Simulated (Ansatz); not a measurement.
# ZnSnP2: the cost of one run

Method: DFT PBEsol, scalar-relativistic, plane waves, PAW, in Ansatz 0.2.0.

1 further run of the same task is left out (set aside as unsound or not needed).

## (1) The structure to begin with

It takes space group I-42d (No. 122, tetragonal). The conventional cell has a = 5.621 Å, b = 5.621 Å, c = 11.282 Å, α = 90.00°, β = 90.00°, γ = 90.00°. Zn (site symmetry -4) is surrounded by 4 P at 2.36 Å. Around Sn (site symmetry -4) lie 4 P at 2.52 Å. P (site symmetry 2) has 2 Zn at 2.36 Å and 2 Sn at 2.52 Å as nearest neighbours.

As a file:

```xyz
8
Lattice="-2.8107 2.8107 5.6411 2.8107 -2.8107 5.6411 2.8107 2.8107 -5.6411" Properties=species:S:1:pos:R:3 pbc="T T T"
Zn    0.0000    2.8107    2.8206
Zn    0.0000    0.0000    0.0000
Sn    2.8107    0.0000    2.8206
Sn    0.0000    0.0000    5.6411
P     1.2676    1.4054    1.4103
P    -1.4054    1.5432    4.2308
P     4.2161    1.2676   -1.4103
P     1.5432    1.4054    7.0514
```

It goes back to an entry of the Materials Project, which need not be the stable form.

It is the result of an earlier relaxation at this level (volume 22.28 Å³/atom; gap on the mesh: 0.80 eV).

## (2) The bulk's band edges

File input.yaml:

```yaml
crystal:
  lattice:
    - [-2.810715646, 2.810715646, 5.6411332436]
    - [2.810715646, -2.810715646, 5.6411332436]
    - [2.810715646, 2.810715646, -5.6411332436]
  atoms:
    - { symbol: Zn, position: [0.75, 0.25, 0.5] }
    - { symbol: Zn, position: [0.0, 0.0, 0.0] }
    - { symbol: Sn, position: [0.25, 0.75, 0.5] }
    - { symbol: Sn, position: [0.5, 0.5, 0.0] }
    - { symbol: P, position: [0.375, 0.3504865994, 0.4754865994] }
    - { symbol: P, position: [0.6495134006, 0.125, 0.0245134006] }
    - { symbol: P, position: [0.1004865994, 0.625, 0.9754865994] }
    - { symbol: P, position: [0.875, 0.8995134006, 0.5245134006] }
basis:
  ecutwfc: 420
kpoints:
  mp_grid: { grid: [8, 8, 8] }
  band_path: { path: [VBM, CBM], npoints: 2 }
hamiltonian:
  xc: pbesol
scf:
  occupations: { method: gaussian, width: 0.02 }
output:
  forces: true
  stress: true
  eigenvalues: true
```

Launch:

```bash
ansatz run input.yaml --threads 4 --pin off --max-ram 10240MiB --backend cpu --events-out ev --progress --plain --runs-dir out
```

What time and memory should one allow on 4 threads of Arm Neoverse V2, shared host?

About 23 s, with a peak of 0.72 GiB.
